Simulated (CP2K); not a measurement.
Crystal: TaN.

```
CELL_PARAMETERS angstrom
5.19100 0.00000 0.00000
-2.59550 4.49554 0.00000
0.00000 0.00000 2.90800
ATOMIC_POSITIONS crystal
Ta 0.66667 0.33333 0.50000
Ta 0.33333 0.66667 0.50000
Ta 0.00000 0.00000 0.00000
N 0.00000 0.50000 0.00000
N 0.50000 0.50000 0.00000
N 0.50000 0.00000 0.00000
```

Base run:

* Program: CP2K 2026.2
* Functional: TASK
* Potentials or basis: POTENTIAL_UZH Ta GTH-PBE-q13, N GTH-PBE-q5; DZVP-MOLOPT-PBE-GTH basis
* Density cutoff: 9184 eV
* k mesh: 6 × 6 × 9
* Occupations: fermi-dirac, width 0.05 eV
* Spin: no spin polarisation

Its results: band gap on the k mesh none (metal or under the smearing width); pressure 8.7 GPa.

Question: After a change of settings the same cell gave: band gap on the k mesh none (metal or under the smearing width); pressure -4.6 GPa. Which change was it?
A. functional from TASK to HLE16
B. functional from TASK to PBE
C. functional from TASK to vdW-DF-cx
D. functional from TASK to LDA

Answer: D.

Caveats: the potentials were made for another functional, which shifts forces and pressure; spin-orbit coupling is left out, which moves the levels of the heavy elements; the basis of atomic orbitals isn't converged, which shifts pressures, moduli and gaps.
